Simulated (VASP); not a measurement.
Runs of VASP 6.6.1 on HfO2. The structure is monoclinic, space group P2_1/c (No. 14). The conventional cell has a = 5.118 Å, b = 5.186 Å, c = 5.284 Å, α = 90.00°, β = 99.35°, γ = 90.00°. Hf (site symmetry 1) is surrounded by 7 O at 2.03 to 2.25 Å. Around O (site symmetry 1) lie 3 Hf at 2.03 to 2.12 Å. O (site symmetry 1) is surrounded by 4 Hf at 2.14 to 2.25 Å. 

```csv
task,level,cell,cutoff (eV),smearing,gap on the mesh (eV),pressure (GPa),relaxed volume (Å³/atom),largest force (eV/Å)
band structure,AM05,as given,520,fermi-dirac 0.05 eV,4.09,-4.6,-,0.42
relaxation of cell and atoms,BLYP,relaxed,600,fermi-dirac 0.05 eV,4.10,-0.2,12.04,0.02
single point,PBE,as given,520,gaussian 0.011 eV,4.16,(a),-,0.46
relaxation of cell and atoms,PW91,relaxed,600,fermi-dirac 0.05 eV,4.06,0.0,11.65,0.02
band structure,revPBE,as given,520,fermi-dirac 0.05 eV,4.23,-,-,-
band structure,PW91,as given,520,fermi-dirac 0.05 eV,4.16,-,-,-
relaxation of cell and atoms,revPBE,relaxed,600,fermi-dirac 0.05 eV,4.13,0.0,11.85,0.02
band structure,BLYP,as given,520,fermi-dirac 0.05 eV,(b),-,-,-
```

Alike in all rows: potentials or basis VASP PAW PBE potentials, release 64 (Hf_pv, O); no spin polarisation; k mesh 5 × 5 × 5.

Question: Estimate the missing entries.

Answer: (a) 2.7; (b) 4.21.

Caveats: spin-orbit coupling is left out, which moves the levels of the heavy elements; the PAW data sets were made with another functional, which shifts forces and pressure a little (some runs); an odd mesh through Γ misses points on the zone boundary, where band edges often lie (some runs).

A k mesh can miss the band edges, and the runs leave out spin-orbit coupling on Hf.
